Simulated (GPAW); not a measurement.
Computed results, one entry a study.

Quasiparticle gap of KBr (honeycomb monolayer) in GPAW. The cell holds 2 atoms: 1 K and 1 Br. Its edges and angles: a = 5.429 Å, b = 5.429 Å, c = 11.400 Å, α = 90.0°, β = 90.0°, γ = 120.0°. Vacuum lies along c. The calculation used DFT, PBE, plane waves, PAW (and 1 further level or step) in GPAW 26.7.0, with cutoff 450 eV, GPAW PAW setups 1.2.1 data release, 6×6×1 k-mesh, nbands 482. The PBE gap is 4.34 eV, indirect (only 29 meV under the direct gap). The G0W0 gap on the mesh is 7.88 eV and the GW settings are 6×6×1 mesh, 219 bands, screening to 48 eV, full frequency, Hilbert transform. The known limits are short of the basis limit; no spin-orbit coupling. G0W0 moves the gap on the mesh from 4.34 eV to 7.88 eV (+3.55 eV), with Z of 0.84 and 0.93 at the edges. The dearest step here is «empty states on the mesh». The structure was relaxed with PBE. Limits: no spin-orbit coupling.

[Paths, hosts, dates, memory and timing lines, banners, echoed tables and standing remarks are left out of the program output; an Ansatz launch command may be rebuilt from the run's recorded settings. Measured values are a selection of at most five: reports struck by readers or far from the other reports are left out. None is set beside runs whose start may be inverted or whose files or cutoffs have a known fault.]

[Runs of the session that timed out or met a known fault of the program may be left out.]

[Hosts, paths, dates, database ids (printed as entryN), source tags and the programs' standing remarks are cut or masked in the printed files.]

[Where the starting crystal was built by hand or by swapping elements, it need not be the compound's stable phase.]
